Q: In rock-salt SnSe, how much does the energy needed to lift an electron depend on its wave vector?

ABINIT 10.8.3 plane-wave DFT for rock-salt SnSe (two-atom cell, edges 4.257 Å), with the LDA functional, JTH PAW LDA v2.0 datasets, a 408.171 eV cutoff, a 6×6×6 k mesh, Fermi–Dirac smearing of 0.05 eV, and no spin polarisation or spin–orbit coupling. Levels are counted from the highest filled level on the mesh and numbered outward from the gap.

```
point a (reciprocal cell vector)  point b (reciprocal cell vector)  point c (reciprocal cell vector)  level point (row)  level under 4 (eV)  level under 3 (eV)  level under 2 (eV)  level under 1 (eV)  level over 1 (eV)  level over 2 (eV)
                          0.0000                            0.0000                            0.0000                  1              -5.141              -2.065              -2.065              -2.065              4.339              4.339
                          0.1667                            0.0000                            0.0000                  2              -6.016              -2.026              -2.026              -1.406              3.024              3.243
                          0.5000                            0.0000                            0.0000                  3              -8.021              -1.800              -1.800               0.000              0.606              1.291
                          0.3333                            0.1667                            0.0000                  4              -6.897              -2.669              -2.650              -1.243              1.726              3.495
                         -0.3333                            0.3333                            0.0000                  5              -7.303              -4.648              -2.696              -1.836              2.620              2.888
                          0.5000                            0.5000                            0.0000                  6              -6.056              -5.362              -3.518              -3.518              3.118              5.360
                         -0.3333                            0.5000                            0.1667                  7              -6.754              -5.002              -4.113              -1.673              2.666              4.087
```

A: Among these seven points, by a factor of about eleven. If the wave vector is kept fixed, the step from "level under 1" to "level over 1", the direct gap, is 6.4 eV at Γ (level point 1) and 6.6 eV at X (level point 6). At L (level point 3) it is only about 0.6 eV. The highest filled and the lowest empty level of the mesh both lie at L as well, so carriers freed by heat or doping would gather near there.

Q: Why L? The atoms and bonds are the same for every electron.

A: The bonds are the same, but the wave vector k sets the phase with which an electron wave meets successive atoms. Take a Sn atom with Se neighbours on its left and right, each at half the cubic edge a. A p orbital has lobes of opposite sign, so at Γ, where both neighbours carry the same phase, their couplings to the round Sn s orbital cancel. In general the coupling goes as sin(k_x a/2) along x, and likewise along y and z. Its total strength is measured by

S = sin²(k_x a/2) + sin²(k_y a/2) + sin²(k_z a/2)

The angle along x is π(point b + point c − point a), and the other two follow by exchanging the labels. At L each angle is a quarter turn in size, so S = 3, its largest possible value. At Γ and X, S = 0.

Q: How does this coupling narrow the gap?

A: The Sn s and Se p levels are both filled, and coupling pushes them apart: the lower sinks and the upper rises towards the empty levels. Meanwhile the head-on coupling between Se p and Sn p follows the cosine instead of the sine. At Γ it helps to hold filled and empty p levels apart; at L it vanishes. So the filled edge is pushed up just where the empty edge is let down. From Γ to L the top filled level rises by 2.1 eV and the lowest empty level falls by 3.7 eV. The lost p–p coupling is unlikely to carry all of that fall. It should lift filled p levels as much as it lowers empty ones, yet the filled pair below the top rises by only about 0.3 eV from Γ to L. Much of the fall is expected to come from coupling between neighbouring Sn atoms, which this nearest-neighbour picture leaves out.

Q: Can I see the s–p push in the levels themselves?

A: In part, at both ends. "Level under 4", mostly Sn s by this reasoning, lies 2.9 eV lower at L than at Γ. X serves as a control, because s–p coupling is forbidden there too, and the drop from Γ to X is only 0.9 eV, or 0.2 eV if the third level down at X is the Sn s one. That smaller drop fits a weaker repulsion from the deeper Se s level. This repulsion vanishes altogether at L, and Sn–Sn coupling is expected to shift the level too, so only part of the 2.9 eV is s–p push. At the upper end, two Se p levels at L are barred by symmetry from mixing with Sn s, and the top filled level stands 1.8 eV above them. That step need not be all s–p push either: Se–Se coupling can split these p levels too, and the reading assumes the band order at L that the last answer questions.

Q: Can S alone predict a gap?

A: Roughly. A straight line fitted to the six points other than L gives, for L,

direct gap ≈ 6.276 eV − 1.872 eV × 3 = 0.66 eV

The calculated value is 0.606 eV. So close a hit is fortuitous, since the line misses its own six points by typically 0.6 eV, and its slope is uncertain by 0.45 eV, which leaves the value at L uncertain by more than 1 eV. The output below gives the comparison for each point.

Q: Level points 4 and 5 have the same S, yet their gaps differ by 1.5 eV.

A: S adds up the s–p coupling of three directions and ignores the p–p coupling, which differs between the two points. At level point 4 the z direction has its quarter turn, so one p orbital escapes head-on p–p coupling and feels the full s–p push. At level point 5 no direction is so favoured, and the gap stays wider. This is the likely reason, argued from the phases. Gathering S in one direction is not enough by itself. Level points 2 and 7 also share S, spread evenly at 2 and all in one direction at 7, but neither has a quarter turn, and their gaps differ by only 0.091 eV.

Q: And Γ and X, with nearly equal gaps?

A: That likeness is a coincidence. Both edges lie lower at X, the filled one by 1.5 eV and the empty one by 1.2 eV. Stronger p–p coupling explains the filled edge, but it should raise its empty partner. The table shows that the lowest empty level is not that partner: the filled edge at X is a pair of equal levels, so its partner must be a pair too, yet the level at 3.118 eV stands alone. It probably comes from an orbital outside this s–p picture.

Q: Would another rock-salt selenide behave in the same way?

A: Look at the metal's s electrons. Calcium in CaSe has given its pair away, so no filled s level pushes the Se p levels up at L, and the filled edge stays at Γ. Lead in PbSe keeps its pair, as tin does, and its band edges lie at L.

Q: Then may I use 0.6 eV as the band gap of SnSe?

A: No. The two edge levels at L may have exchanged characters, with the Sn p level below the one pushed up by Sn s. In that case the bands would cross near L, between the mesh points, in this calculation without spin–orbit coupling, and there would be no true gap. The s–p push at L would then show in the lowest empty level instead of the top filled one. The separation at L also depends on the cell size and would shift if spin–orbit coupling were included. LDA is too uncertain at such small separations to be trusted with the order. Ordinary SnSe is also orthorhombic, so its gap is a different quantity.

Output of the analysis:

```
fit of gap on 6 rows (spmix < 2.5): constant 6.276 +/- 0.44, coefficient of spmix -1.872 +/- 0.45; rms 0.556, worst -0.3333 -0.988, leave-one-out rms 0.887
  rows outside the fit (model, value, miss): 0.5 0.6615, 0.606, 0.0555
fit of level_under_4 on 7 rows: constant -6.277 +/- 0.091, coefficient of spmix -0.617 +/- 0.049, coefficient of ssmix 0.1189 +/- 0.014; rms 0.082, worst 0.5 -0.107, leave-one-out rms 0.194
Phase factors, direct gaps and model values:
      row  s-p factor S  s-s factor  weakest p-p coupling  gap eV  gap from line eV  fourth level from model eV
      0.0             0           9                   0.5   6.404             6.276                      -5.207
   0.1667        0.7503       6.749                 0.433    4.43             4.872                      -5.937
      0.5             3   3.374e-32             3.062e-17   0.606            0.6615                      -8.128
   0.3333           1.5       3.001                0.4331   2.969              3.47                      -6.845
  -0.3333           1.5   1.316e-07                0.6249   4.456             3.468                      -7.203
      0.5       1.5e-32           1                     1   6.636             6.276                      -6.158
  -0.3333        0.7502      0.2498                0.4998   4.339             4.872                       -6.71
Correlation of direct gap with S, all rows: -0.9627
Top filled level, L less Gamma, eV: 2.065
Lowest empty level, L less Gamma, eV: -3.733
Fourth level down, L less Gamma, eV: -2.88
Fourth level down, X less Gamma, eV: -0.915
Third level down at X less fourth level down at Gamma, eV: -0.221
Top filled level, X less Gamma, eV: -1.453
Lowest empty level, X less Gamma, eV: -1.221
Top filled level above the filled pair at L, eV: 1.8
Direct gap, row 5 less row 4, eV: 1.487
Direct gap, row 2 less row 7, eV: 0.091
```
